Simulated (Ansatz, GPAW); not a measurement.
This is a calculation of Si2Mo for GPAW 26.7.0 (ASE script). 

run.py

```python
from ase.dft.bandgap import bandgap
from ase.io import read, write
from ase.units import GPa
from gpaw import GPAW, PW, setup_paths

setup_paths.insert(0, '.')

atoms = read('POSCAR')

calc = GPAW(mode=PW(600),
            xc='PBEsol',
            kpts={'size': (12, 12, 12), 'gamma': True},
            occupations={'name': 'methfessel-paxton', 'order': 0, 'width': 0.1},
            nbands=23,
            convergence={'density': 1e-05, 'energy': 1e-05},
            maxiter=150,
            txt='gpaw.txt')
atoms.calc = calc
energy = atoms.get_potential_energy()
forces = atoms.get_forces()
stress = atoms.get_stress()
calc.write('gs.gpw')
write('result.traj', atoms)
print(f'Energy: {energy:.6f} eV')
print('Forces (eV/A):')
print(forces.round(4))
print('Stress (GPa):', (stress / GPa).round(3))
print('Fermi level:', round(calc.get_fermi_level(), 4), 'eV')
print(f'Gap: {bandgap(calc)[0]:.4f} eV, direct: {bandgap(calc, direct=True)[0]:.4f} eV')
```

Contents of POSCAR:

```
Si2Mo
1.0
    4.5352872300      0.0000000000      0.0000000000
    2.2774368483      3.9220035263      0.0000000000
   -3.4063620392     -1.9610017632      2.2627417001
Mo Si
1 2
Direct
    0.0000000000      0.0000000000      0.0000000000
    0.6670000000      0.6670000000      0.0000000000
    0.3330000000      0.3330000000      0.0000000000
```

Potentials or basis: PAW data sets generated in the run's folder for this functional, pw.

Run with:

```bash
$ gpaw-setup -f PBEsol Mo Si
$ OMP_NUM_THREADS=1 python run.py
```

**Question.** What does the same run look like in Ansatz 0.2.0? Potentials or basis there: Ansatz PAW, cutoff 420 eV.

**Answer.** As run (cutoffs and basis follow the program's own potentials, and thresholds, step limits or extra output files can differ):

input.yaml

```yaml
crystal:
  lattice:
    - [4.53528723, 0.0, 0.0]
    - [2.2774368483, 3.9220035263, 0.0]
    - [-3.4063620392, -1.9610017632, 2.2627417001]
  atoms:
    - { symbol: Mo, position: [0.0, 0.0, 0.0] }
    - { symbol: Si, position: [0.667, 0.667, 0.0] }
    - { symbol: Si, position: [0.333, 0.333, 0.0] }
hamiltonian:
  xc: pbesol
  pseudopotentials: { kind: paw }
kpoints:
  mp_grid: { grid: [12, 12, 12] }
scf:
  occupations: { method: gaussian, width: 0.1 }
output:
  forces: true
  stress: true
  eigenvalues: true
```

Potentials or basis: Ansatz PAW.

Run with:

```console
$ ansatz run input.yaml --threads 1 --pin off --max-ram 3584MiB --backend cpu --events-out ev --progress --plain --runs-dir out
```

Both were run:

|  | GPAW | Ansatz |
| --- | --- | --- |
| Pressure | -2.1 GPa | -2.7 GPa |
| Largest force | 0.313 eV/Å | 0.327 eV/Å |

Ansatz's pressure holds a Pulay term of +0.03 GPa for its cutoff of 420 eV, which the other run lacks.

Ansatz's potentials were made for PBE.

Where Ansatz's input types no cutoff or centring, it takes its own default and a Γ-centred mesh.

Pressure is positive in compression.
